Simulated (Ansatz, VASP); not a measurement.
## Re in VASP and in Ansatz

The input INCAR:

```
ALGO = Normal ; EDIFF = 1E-6
ENCUT = 520 ; GGA = PE
ISIF = 2 ; ISMEAR = 0
LASPH = T ; LCHARG = T
LELF = T ; LREAL = F
LVHAR = T ; LWAVE = F
NBANDS = 10 ; NELM = 60
PREC = Accurate ; SIGMA = 0.05
```

Contents of KPOINTS:

```
k-points
0
Gamma
  8 8 8
```

POSCAR

```
Re
1.0
   -1.5564558650      1.5564558650      1.5564558650
    1.5564558650     -1.5564558650      1.5564558650
    1.5564558650      1.5564558650     -1.5564558650
Re
1
Direct
    0.0000000000      0.0000000000      0.0000000000
```

Input for Ansatz:

```yaml
crystal:
  lattice:
    - [-1.556455865, 1.556455865, 1.556455865]
    - [1.556455865, -1.556455865, 1.556455865]
    - [1.556455865, 1.556455865, -1.556455865]
  atoms:
    - { symbol: Re, position: [0.0, 0.0, 0.0] }
basis:
  ecutwfc: 420
  ecutrho_ratio: 4
kpoints:
  mp_grid: { grid: [8, 8, 8] }
hamiltonian:
  xc: pbe
scf:
  occupations: { method: gaussian, width: 0.05 }
output:
  forces: true
  stress: true
  eigenvalues: true
```

Alike in both runs: task single point; functional PBE; k mesh 8 × 8 × 8; occupations gaussian, width 0.05 eV; no spin polarisation.

|  | VASP | Ansatz |
| --- | --- | --- |
| version | VASP 6.6.1 | Ansatz 0.2.0 |
| potentials or method | VASP PAW PBE potentials, release 64 (Re) | scalar-relativistic, plane waves, PAW |
| plane-wave cutoff (eV) | 520 | 420 |
| valence electrons in the cell | 7 | 15 |

Ansatz gave:

```
gap on the k mesh at the Fermi level (eV) : none
pressure (GPa)                            : 0.0
```

Q: Estimate VASP's values.

A: gap on the k mesh at the Fermi level (eV): none; pressure (GPa): -0.5.

A gap of «none» marks a metal or a gap that the smearing closes. The two sets of potentials don't hold the same shells in valence.

Spin-orbit coupling is left out, which matters for the levels of Re.
